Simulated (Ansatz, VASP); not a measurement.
AlN: VASP beside Ansatz

INCAR

```
SYSTEM = AlN
  ALGO = Normal
  EDIFF = 1E-6
  ENCUT = 520
  GGA = PS
  ISIF = 2
  ISMEAR = 0
  LASPH = .TRUE.
  LCHARG = .FALSE.
  LREAL = .FALSE.
  LWAVE = .FALSE.
  NBANDS = 16
  NELM = 60
  PREC = Accurate
  SIGMA = 0.01
```

The input KPOINTS:

```
k-points
0
G
  8 8 6
  0 0 0
```

POSCAR

```
AlN
1.0
    3.1138295412      0.0000000000      0.0000000000
   -1.5569147706      2.6966554857      0.0000000000
    0.0000000000      0.0000000000      4.9828520803
Al N
2 2
Direct
    0.3333333333      0.6666666667     -0.0010085627
    0.6666666667      0.3333333333      0.4989914373
    0.3333333333      0.6666666667      0.3810085627
    0.6666666667      0.3333333333      0.8810085627
```

Input for Ansatz:

```yaml
crystal:
  lattice:
    - [3.1138295412, 0.0, 0.0]
    - [-1.5569147706, 2.69665548573, 0.0]
    - [0.0, 0.0, 4.98285208032]
  atoms:
    - { symbol: Al, position: [0.333333333333, 0.666666666667, -0.001008562724] }
    - { symbol: Al, position: [0.666666666667, 0.333333333333, 0.498991437276] }
    - { symbol: "N", position: [0.333333333333, 0.666666666667, 0.381008562724] }
    - { symbol: "N", position: [0.666666666667, 0.333333333333, 0.881008562724] }
kpoints:
  mp_grid: { grid: [8, 8, 6] }
scf:
  occupations: { method: fixed }
  convergence: { dr2_threshold: 1.0e-10 }
hamiltonian:
  xc: pbesol
  pseudopotentials: { kind: all_electron, lapw: { basis_error: 0.0005 } }
output:
  forces: true
  stress: true
  eigenstates:
    kpoints:
      - [0.0, 0.0, 0.0]
      - [0.500000001, -0.5, -0.335945454]
      - [1.0e-09, 0.5, -0.335945454]
      - [0.500000001, -1.0e-09, -0.335945454]
      - [-0.666666667, 0.333333333, 0.0]
      - [0.0, 0.0, -0.5]
      - [-0.5, 0.0, 0.0]
      - [-0.5, 0.5, 0.0]
      - [0.0, -0.5, 0.0]
      - [-0.5, 0.0, -0.5]
      - [-0.5, 0.5, -0.5]
      - [0.0, -0.5, -0.5]
  eigenvalues: true
```

Change from the starting cell: unstrained.

Alike in both runs: task single point; functional PBEsol; k mesh 8 × 8 × 6; no spin polarisation.

|  | VASP | Ansatz |
| --- | --- | --- |
| version | VASP 6.6.1 | Ansatz 0.2.0 |
| potentials or method | VASP PAW PBE potentials, release 64 (Al, N) | all-electron LAPW, scalar-relativistic |
| plane-wave cutoff (eV) | 520 | see its input |
| occupations | gaussian, width 0.01 eV | fixed |

Ansatz gave:

| Quantity | Value |
| --- | --- |
| gap on the k mesh at the Fermi level (eV) | 4.11 |
| pressure (GPa) | -0.1 |

Problem. Which values does VASP return?

Solution. gap on the k mesh at the Fermi level (eV): 4.11; pressure (GPa): 0.0.

Ansatz ran all-electron here, so the differences hold the error of VASP's frozen core and of both bases.

Caveats: the PAW data sets were made with another functional, which shifts forces and pressure a little (VASP). A k mesh can miss the band edges.
